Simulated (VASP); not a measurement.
# A VASP 6.6.1 single-point calculation on Ge

INCAR

```
ISMEAR = 1
GGA = PE
ISIF = 2
NBANDS = 21
PREC = Accurate
NSW = 0
IBRION = -1
LREAL = .FALSE.
LCHARG = .FALSE.
LASPH = .TRUE.
SIGMA = 0.5
EDIFF = 1E-7
ENCUT = 520
NELM = 120
LWAVE = .FALSE.
```

KPOINTS

```
KPOINTS created by Atomic Simulation Environment
0
Gamma
8 8 8
0 0 0
```

POSCAR

```
Ge
 1.0000000000000000
     0.0000000000000000    2.8368735120999999    2.9968731782000000
     2.8368735120999999    0.0000000000000000    2.9968731782000000
     2.8368735120999999    2.8368735120999999    0.0000000000000000
 Ge
   2
Cartesian
  0.0000000000000000  0.0000000000000000  0.0000000000000000
  1.4184367560500000  1.4184367560500000  1.4984365891000002
```

The recommended PBE PAW datasets give the neutral cell 28 valence electrons.

Command

```
mpirun -np 1 vasp_std
```

Q: How does this run end, and what does it give?

A: It converged. Results: gap between bands v and c on the k mesh -0.19 eV (bands overlap: a metal); least direct gap on the k mesh 0.00 eV; pressure -0.5 GPa. Band v is the last that the valence electrons fill when counted band by band, and c is the next.

OSZICAR

```
N       E                     dE             d eps       ncg     rms          rms(c)
DAV:   1     0.192519453188E+03    0.19252E+03   -0.14625E+04  2773   0.358E+03
DAV:   2     0.197892589215E+02   -0.17273E+03   -0.16735E+03  2493   0.629E+02
DAV:   3    -0.806958894518E+01   -0.27859E+02   -0.27683E+02  2878   0.146E+02
DAV:   4    -0.905571212859E+01   -0.98612E+00   -0.98566E+00  2788   0.318E+01
DAV:   5    -0.907280794264E+01   -0.17096E-01   -0.17095E-01  2868   0.466E+00    0.292E+00
DAV:   6    -0.902688287688E+01    0.45925E-01   -0.19319E-02  2933   0.151E+00    0.173E+00
DAV:   7    -0.900220754148E+01    0.24675E-01   -0.40861E-02  2682   0.195E+00    0.142E-01
DAV:   8    -0.900381023855E+01   -0.16027E-02   -0.58145E-03  2768   0.102E+00    0.414E-02
DAV:   9    -0.900397371091E+01   -0.16347E-03   -0.24816E-04  2833   0.223E-01    0.157E-02
DAV:  10    -0.900400332179E+01   -0.29611E-04   -0.52475E-05  3181   0.699E-02    0.554E-03
DAV:  11    -0.900400550143E+01   -0.21796E-05   -0.66988E-06  3060   0.428E-02    0.163E-03
DAV:  12    -0.900400543966E+01    0.61765E-07   -0.51434E-07  3028   0.140E-02
   1 F= -.90040054E+01 E0= -.90055768E+01  d E =0.471414E-02
```

For comparison, a separate PBE run of the intended cell, on usual settings and not on those above, gives a gap of -0.19 eV on its mesh and a pressure of -0.6 GPa.
